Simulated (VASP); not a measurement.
Runs of VASP 6.6.1 on AlP. The cell holds a slab with vacuum, 16 atoms: a = 5.451 Å, b = 3.854 Å, c = 23.491 Å, α = 90.00°, β = 90.00°, γ = 90.00°. 

```csv
cell,vacuum (Å),gap on the mesh (eV),largest force (eV/Å)
"Pmn2_1, 30.85 Å³/atom",10,1.04,1.97
"Pmn2_1, 46.6 Å³/atom",22,1.04,1.97
"Pmn2_1, 38.73 Å³/atom",-,1.04,1.97
"Pmn2_1, 24.28 Å³/atom",5,(a),1.88
```

Alike in all rows: task work function; level PBEsol; potentials or basis VASP PAW PBE potentials, release 64 (Al, P); no spin polarisation; k mesh 4 × 6 × 1; cutoff (eV) 520; smearing gaussian 0.05 eV.

**Question.** Estimate the missing entries.

**Answer.** (a) 1.05.

Caveats: the PAW data sets were made with another functional, which shifts forces and pressure a little.

A k mesh can miss the band edges.
